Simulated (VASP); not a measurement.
# SnO2 (Cassiterite) (P4_2/mnm) in VASP: settings compared, part 2 of 2

VASP 6.6.1. Earlier steps stand in the parts before.

## (4) Single point, LDA

This run uses another cell than the first one, of 11.86 Å³/atom, 0.943 times its volume.

The input, INCAR:

```
PREC = Accurate ; ENCUT = 520
EDIFF = 1E-7 ; ISMEAR = -1
SIGMA = 0.02 ; LREAL = False
LASPH = True ; NELM = 100
ALGO = Fast ; ISIF = 2
LWAVE = False ; LCHARG = False
NBANDS = 35
```

The input, KPOINTS:

```
regular mesh
0
Gamma
  6 6 8
```

The input, POSCAR:

```
SnO2
1.0
    4.7223261482      0.0000000000      0.0000000000
    0.0000000000      4.7223261482      0.0000000000
    0.0000000000      0.0000000000      3.1904150188
Sn O
2 4
Direct
    0.0000000000      0.0000000000      0.0000000000
    0.5000000000      0.5000000000      0.5000000000
    0.3060634156      0.3060634156      0.0000000000
    0.1939365844      0.8060634156      0.5000000000
    0.6939365844      0.6939365844      0.0000000000
    0.8060634156      0.1939365844      0.5000000000
```

Potentials or basis: VASP PAW LDA potentials, release 64 (Sn_d, O).

Launch:

```sh
> cat potpaw_LDA.64/Sn_d/POTCAR potpaw_LDA.64/O/POTCAR > POTCAR
> mpirun -np 1 vasp_std > vasp.out
```

OUTCAR:

```text
PREC = Accurate
   ENCUT = 520
   EDIFF = 1E-7
   ISMEAR = -1
   LREAL = False
   LASPH = True
   NELM = 100
   ISIF = 2

 ion  position               nearest neighbor table
   1  0.000  0.000  0.000-   3 2.04   5 2.04   4 2.05   6 2.05   4 2.05   6 2.05   2 3.70   2 3.70
                             2 3.70   2 3.70   2 3.70   2 3.70   2 3.70   2 3.70
   2  0.500  0.500  0.500-   4 2.04   6 2.04   5 2.05   3 2.05   3 2.05   5 2.05   1 3.70   1 3.70
                             1 3.70   1 3.70   1 3.70   1 3.70   1 3.70   1 3.70
   3  0.306  0.306  0.000-   1 2.04   2 2.05   2 2.05
   4  0.194  0.806  0.500-   2 2.04   1 2.05   1 2.05
   5  0.694  0.694  0.000-   1 2.04   2 2.05   2 2.05
   6  0.806  0.194  0.500-   2 2.04   1 2.05   1 2.05

  LATTYP: Found a simple tetragonal cell.
 ALAT       =     4.7223261482
 C/A-ratio  =     0.6756024295

  Lattice vectors:

 A1 = (   4.7223261482,   0.0000000000,   0.0000000000)
 A2 = (   0.0000000000,   4.7223261482,   0.0000000000)
 A3 = (   0.0000000000,   0.0000000000,   3.1904150188)

Analysis of symmetry for initial positions (statically):
=====================================================================
 Subroutine PRICEL returns:
 Original cell was already a primitive cell.

 Routine SETGRP: Setting up the symmetry group for a
 simple tetragonal supercell.

 Subroutine GETGRP returns: Found 16 space group operations
 (whereof  8 operations were pure point group operations)
 out of a pool of 16 trial point group operations.

The static configuration has the point symmetry D_2h.
 The point group associated with its full space group is D_4h.

Analysis of symmetry for dynamics (positions and initial velocities):
=====================================================================
 Subroutine PRICEL returns:
 Original cell was already a primitive cell.

 Routine SETGRP: Setting up the symmetry group for a
 simple tetragonal supercell.

 Subroutine GETGRP returns: Found 16 space group operations
 (whereof  8 operations were pure point group operations)
 out of a pool of 16 trial point group operations.
[... 135 lines left out ...]
   GGA     = CA    functional components
   LHFCALC =     F    Hartree Fock is set to
   AEXX    =    0.0000 exact exchange contribution
   IVDW    =     0    specifies the selected vdW correction
   LEPSILON=     F    determine dielectric tensor
   LRPA    =     F    only Hartree local field effects (RPA)
 non-spin polarized calculation
 RMM-DIIS sequential band-by-band and
  energy-cutoff  :      520.00
  volume of cell :       71.15
 maximum number of plane-waves:      1944
 NGX is ok and might be reduce to    36
   NGX = 17   NGY = 17   NGZ = 11

 number of electron      51.9999987 magnetization

 Free energy of the ion-electron system (eV)
  ---------------------------------------------------
  ext. energy  EPLUGINS =         0.00000000
  ---------------------------------------------------
  free energy    TOTEN  =       -42.27988630 eV

  energy without entropy =      -42.27988630  energy(sigma->0) =      -42.27988630

 E-fermi :   6.3774     XC(G=0): -11.8311

 val. band max:        5.9345875560   @ k =   0.0000   0.0000   0.0000
 cond. band min:       7.1307093351   @ k =   0.0000   0.0000   0.0000
 fundamental gap:      1.1961217790
 Fermi energy:         6.3774286428

 k-point     1 :       0.0000    0.0000    0.0000
  band No.  band energies     occupation
      1     -15.0833      2.00000
      2     -14.3029      2.00000
      3     -14.0284      2.00000
      4     -14.0092      2.00000
      5     -14.0092      2.00000
      6     -13.9317      2.00000
[... 901 lines left out ...]
     34      18.1299      0.00000
     35      18.3091      0.00000

 [... further k-points ...]

------------------------ aborting loop because EDIFF is reached ----------------------------------------

  FORCE on cell =-STRESS in cart. coord.  units (eV):
  Direction    XX          YY          ZZ          XY          YZ          ZX
  --------------------------------------------------------------------------------------
  -------------------------------------------------------------------------------------
  Total        0.4127538      0.4127538      0.6154865      0.0000000      0.0000000      0.0000000
  in kB        9.2948540      9.2948540     13.8602151      0.0000000      0.0000000      0.0000000
  external PRESSURE =      10.8166411 kB  Pullay stress =       0.0000000 kB

 VOLUME and BASIS-vectors are now :
 -----------------------------------------------------------------------------
  energy-cutoff  :      520.00
  volume of cell :       71.15
      direct lattice vectors                 reciprocal lattice vectors
     4.722326148  0.000000000  0.000000000     0.211760045  0.000000000  0.000000000
     0.000000000  4.722326148  0.000000000     0.000000000  0.211760045  0.000000000
     0.000000000  0.000000000  3.190415019     0.000000000  0.000000000  0.313438845

 POSITION                                       TOTAL-FORCE (eV/Angst)
 -----------------------------------------------------------------------------------
      0.00000      0.00000      0.00000        -0.000000      0.000000      0.000000
      2.36116      2.36116      1.59521        -0.000000      0.000000      0.000000
      1.44533      1.44533      0.00000        -0.014208     -0.014208     -0.000000
      0.91583      3.80649      1.59521         0.014208     -0.014208      0.000000
      3.27699      3.27699      0.00000         0.014208      0.014208      0.000000
      3.80649      0.91583      1.59521        -0.014208      0.014208      0.000000
 -----------------------------------------------------------------------------------
    total drift:                                0.000000      0.000000      0.000000

  FREE ENERGIE OF THE ION-ELECTRON SYSTEM (eV)
  ---------------------------------------------------
  free  energy   TOTEN  =       -42.2798862993 eV

  energy  without entropy=      -42.2798862993  energy(sigma->0) =      -42.27988630
```

OSZICAR:

```text
N       E                     dE             d eps       ncg     rms          rms(c)
DAV:   1     0.631743816204E+03    0.63174E+03   -0.25644E+04  3873   0.233E+03
DAV:   2     0.523347406738E+02   -0.57941E+03   -0.54612E+03  3759   0.614E+02
DAV:   3    -0.433110780373E+02   -0.95646E+02   -0.94148E+02  3774   0.208E+02
[... 11 lines left out ...]
RMM:  15    -0.422798870101E+02   -0.43408E-07   -0.17996E-05  4995   0.233E-02    0.873E-03
RMM:  16    -0.422798867742E+02    0.23591E-06   -0.40504E-06  4985   0.117E-02    0.596E-03
RMM:  17    -0.422798865393E+02    0.23497E-06   -0.73087E-07  4189   0.490E-03    0.453E-03
RMM:  18    -0.422798863120E+02    0.22724E-06   -0.48491E-07  4065   0.418E-03    0.195E-03
RMM:  19    -0.422798862993E+02    0.12672E-07   -0.21259E-07  3140   0.264E-03
   1 F= -.42279886E+02 E0= -.42279886E+02  d E =-.782811E-12
```

It took 2.4 min on 1 thread of AMD EPYC 7R13 (Zen 3), shared host; peak memory 0.18 GiB.

Results:

```
Free energy            : -42.2799 eV
Pressure               : 1.1 GPa
Largest force          : 0.020 eV/Å
Band gap on the k mesh : 1.20 eV, direct
```

Forces on the atoms (eV/Å):
```
Sn   0.000  0.000  0.000
Sn   0.000  0.000  0.000
O   -0.014 -0.014  0.000
O    0.014 -0.014  0.000
O    0.014  0.014  0.000
O   -0.014  0.014  0.000
```

Caveat: spin-orbit coupling is left out, which moves the levels of the heavy elements. A hybrid or GW would open this gap; LDA tends to underestimate it.

## (5) Summary

```csv
task,level,potentials or basis,cell,cutoff (eV),gap on the mesh (eV),pressure (GPa),largest force (eV/Å)
single point,PBE,"VASP PAW PBE potentials, release 64 (Sn_d, O)","P4_2/mnm, 12.57 Å³/atom",520,0.67,0.6,0.02
relaxation of cell and atoms,PBE,"VASP PAW PBE potentials, release 64 (Sn_d, O)",relaxed,600,0.64,0.0,-
single point,LDA,"VASP PAW LDA potentials, release 64 (Sn_d, O)","P4_2/mnm, 11.86 Å³/atom",520,1.20,1.1,0.02
```

Alike in all rows: no spin polarisation; k mesh 6 × 6 × 8; smearing fermi-dirac 0.02 eV.

Caveats: spin-orbit coupling is left out, which moves the levels of the heavy elements.

Absolute energies hang on the potentials; compare differences alone.
